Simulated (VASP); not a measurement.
Crystal: BaF2 (Frankdicksonite).

```
CELL_PARAMETERS angstrom
0.00000 3.10005 3.10005
3.10005 0.00000 3.10005
3.10005 3.10005 0.00000
ATOMIC_POSITIONS crystal
Ba 0.00000 0.00000 0.00000
F 0.25000 0.25000 0.25000
F 0.75000 0.75000 0.75000
```

* Program: VASP 6.6.1
* Task: relaxation of cell and atoms
* Functional: LDA
* Potentials or basis: VASP PAW LDA potentials, release 64 (Ba_sv, F)
* Cutoff: 600 eV
* k mesh: 8 × 8 × 8
* Occupations: gaussian, width 0.03 eV
* Spin: no spin polarisation

At the start: pressure -3.5 GPa; volume 19.86 Å³/atom.

Where does the relaxation end?

Over 3 steps the energy falls by 12.3 meV/atom and the volume is 18.78 Å³/atom (-5.4 %); space group Fm-3m (No. 225, to 0.05 Å).

The path:
| step | energy change (eV) | largest force (eV/Å) | pressure (GPa) | volume (Å³) |
| --- | --- | --- | --- | --- |
| 1 | 0.0000 | 0.0000 | -3.46 | 59.58 |
| 2 | -0.0364 | 0.0000 | 0.48 | 55.97 |
| 3 | -0.0370 | 0.0000 | 0.00 | 56.34 |

Final structure:
```xyz
3
Lattice="0.0000 3.0427 3.0427 3.0427 0.0000 3.0427 3.0427 3.0427 0.0000" Properties=species:S:1:pos:R:3 pbc="T T T"
Ba    0.0000    0.0000    0.0000
F     1.5214    1.5214    1.5214
F     4.5641    4.5641    4.5641
```
